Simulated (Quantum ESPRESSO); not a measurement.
# Ag under changes of volume

One of the cells (18.035 Å³/atom); the others are scaled copies at fixed shape and fractional positions:

```
Ag
1.0
     2.88620    0.00000    0.00000
    -1.44310    2.49952    0.00000
     0.00000    0.00000   10.00000
Ag
4
Cartesian
  0.0000 0.0000 5.0000
  0.0000 0.0000 0.0000
  1.4431 0.8332 7.5000
  0.0000 1.6663 2.5000
```

This isn't the form of Ag at room conditions, which is fcc.

| Quantity | Value |
| --- | --- |
| Program | Quantum ESPRESSO 7.5 |
| Functional | r2SCAN |
| Potentials or basis | SG15 PBE 1.2 |
| Cutoff | 952 eV |
| Density cutoff | 3810 eV |
| k mesh | 4 × 4 × 1 |
| Occupations | fermi-dirac, width 0.05 eV |
| Spin | no spin polarisation |

```tsv
volume (Å³/atom)	energy over the lowest point (meV/atom)	pressure (GPa)
16.953	0.34	1.5
17.314	0.00	-0.8
17.675	4.23	-2.6
18.035	12.21	-4.2
18.396	23.41	-5.7
18.757	?	?
19.117	54.42	-8.1
```

Q: What does the run at 18.757 Å³/atom give?

A: Energy over the lowest point 37.57 meV/atom; pressure -6.9 GPa.

Worked out: A Birch-Murnaghan fit of order 3 (a polynomial in V^(-2/3)) to the other rows has its minimum at 17.15 Å³/atom with B0 = V·E''(V) = 98 GPa and B' = 5.4 at fixed shape and positions, which overstates the stiffness. It gives 37.70 meV/atom at 18.757 Å³/atom, against the run's 37.57, and -dE/dV = -6.9 GPa, against -6.9.

Energies are extrapolated to zero smearing.

Caveats: all runs use coarse meshes; the potentials were made for another functional, which shifts forces and pressure.
